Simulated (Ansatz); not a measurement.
# Chromium, simple cubic under RPBE: ground state and equation of state

Aim: take chromium in the simple cubic structure, relax it, solve it on a dense k-mesh, then scale the cell to 7 volumes from 88 to 112 % of the relaxed one and try a fit of the equation of state. The start is ferromagnetic. The k-meshes are 13×13×13 for the relaxation; 22×22×22 for the dense run; 15×15×15 for the volumes.

This is Cr in the simple cubic structure; at room conditions it is bcc.

Program: Ansatz 0.2.0. Level of theory: DFT RPBE, plane waves (420 eV) with PAW, scalar-relativistic; PAW files made under PBE, frozen cores solved again for the functional. These are calculated values, not measurements.

## Step 1: The system as given

Symmetry: Pm-3m, No. 221, cubic system. The conventional cell has a = 2.348 Å, b = 2.348 Å, c = 2.348 Å, α = 90.00°, β = 90.00°, γ = 90.00°. Cr (site symmetry m-3m) has 6 Cr at 2.35 Å as nearest neighbours.

Structure file:

```
CELL_PARAMETERS angstrom
2.34843 0.00000 0.00000
0.00000 2.34843 0.00000
0.00000 0.00000 2.34843
ATOMIC_POSITIONS crystal
Cr 0.00000 0.00000 0.00000
```

The atoms start with moments of +1.5 μB.

## Step 2: Geometry optimisation

The input, input.yaml:

```yaml
crystal:
  lattice:
    - [2.3484326893, 0.0, 0.0]
    - [0.0, 2.3484326893, 0.0]
    - [0.0, 0.0, 2.3484326893]
  atoms:
    - { symbol: Cr, position: [0.0, 0.0, 0.0], spin: 1.5 }
hamiltonian:
  xc: rpbe
  pseudopotentials:
    kind: paw
    azcp:
      Cr: "pseudopotentials/Cr.paw.azcp"
basis:
  ecutwfc: 420
  fft_grid_basis: typed
kpoints:
  mp_grid: { grid: [13, 13, 13], shift: [0, 0, 0] }
magnetization:
  spin_polarized: true
scf:
  occupations: { method: fermi_dirac, width: 0.05 }
relax:
  max_steps: 60
  f_tol: 0.01
  cell: {}
output:
  write_density: true
  write_potential: true
  elf: true
  volumetric_format: npy
```

Launch:

```bash
$ ansatz run input.yaml --threads 2 --pin off --max-ram 5120MiB --backend cpu --events-out ev --progress --plain --runs-dir out
```

The runs that follow: The energy on a finer k-mesh; The cell scaled to 88 % of its volume; The cell scaled to 92 % of its volume; The cell scaled to 96 % of its volume; The cell scaled to 100 % of its volume; The cell scaled to 104 % of its volume; The cell scaled to 108 % of its volume; The cell scaled to 112 % of its volume.

Q: Predict the outcome of this session. Wanted: space group; conventional cell; volume; shortest distance; gap on the mesh; magnetic state; relative to bcc, antiferromagnetic; V₀, B₀, B₀′.

As calculated:

| quantity | value |
| --- | --- |
| space group (spins left aside) | Pm-3m (No. 221) |
| conventional cell | a = 2.356 Å |
| volume | 13.076 Å³/atom |
| shortest distance | 2.356 Å |
| gap on the mesh | none (levels filled in part) |
| magnetic state | non-magnetic |
| relative to bcc, antiferromagnetic | +1057 meV/atom |
| V₀, B₀, B₀′ | 13.153 Å³/atom, 172 GPa, 4.0 |

**Reading.** From the guessed start the volume grew by 1.0 % in 4 steps. Against the reference form of chromium (bcc, antiferromagnetic, computed apart with the same settings) it stands 1057 meV/atom higher; part of this is magnetic energy, as this run has no moments. The moments die out: the run ends non-magnetic. No gap shows: it is a metal or semimetal at this level. The fitted modulus is 172 GPa. The symmetry was held, so the structure may be unstable against distortions that break it.
